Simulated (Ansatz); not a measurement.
SrCl2:

```
Sr Cl
1.0
     0.00000    3.48835    3.48835
     3.48835    0.00000    3.48835
     3.48835    3.48835    0.00000
Sr Cl
1 2
Direct
  0.00000 0.00000 0.00000
  0.75000 0.75000 0.75000
  0.25000 0.25000 0.25000
```

```yaml
Program: Ansatz 0.2.0
Task: relaxation of cell and atoms
Functional: PBEsol
Potentials_or_basis: all-electron LAPW, scalar-relativistic
Basis_error_allowed: 0.002 eV/atom
k_mesh: 7 × 7 × 7
Occupations: fermi-dirac, width 0.05 eV
Spin: no spin polarisation
```

At the start: volume 28.30 Å³/atom.

Question: How do energy, volume and symmetry change on relaxing?

Answer: Over 3 steps the energy falls by 2.8 meV/atom and the volume is 27.50 Å³/atom (-2.8 %); space group Fm-3m (No. 225, to 0.05 Å).

The path:
| step | energy change (eV) | largest force (eV/Å) | volume (Å³) |
| --- | --- | --- | --- |
| 1 | 0.0000 | 0.0000 | 84.90 |
| 2 | -0.0084 | 0.0000 | 82.51 |
| 3 | -0.0084 | 0.0000 | 82.51 |

Final structure:
```yaml
crystal:
  lattice:
    - [0.00000, 3.45535, 3.45535]
    - [3.45535, 0.00000, 3.45535]
    - [3.45535, 3.45535, 0.00000]
  atoms:
    - { symbol: Sr, position: [0.00000, 0.00000, 0.00000] }
    - { symbol: Cl, position: [0.75000, 0.75000, 0.75000] }
    - { symbol: Cl, position: [0.25000, 0.25000, 0.25000] }
```
